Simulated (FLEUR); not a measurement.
Runs of FLEUR MaX-R8.1 (later development tree) on BN. The structure is hexagonal, space group P6_3/mmc (No. 194). Conventional cell: a = 2.498 Å, b = 2.498 Å, c = 6.636 Å, α = 90.00°, β = 90.00°, γ = 120.00°. N (site symmetry -6m2) is surrounded by 3 B at 1.44 Å. B (site symmetry -6m2) is surrounded by 3 N at 1.44 Å. 

| level | gap on the mesh (eV) |
| --- | --- |
| RPBE | (a) |
| r2SCAN | (b) |
| SCAN | 4.73 |
| WC | 4.20 |
| PBE | 4.28 |

Alike in all rows: task band structure; potentials or basis all-electron, FLAPW; no spin polarisation; cell as given; k mesh 12 × 12 × 4; smearing fermi-dirac 0.05 eV; kmax 5.71 1/bohr.

**Question.** Estimate the missing entries.

**Answer.** (a) 4.54; (b) 4.86.

Caveats: the meta-GGA is that of a development version, with a GGA for the radial functions and cores and without core tails (some runs).

A k mesh can miss the band edges.

Not every run made on this cell is shown here.
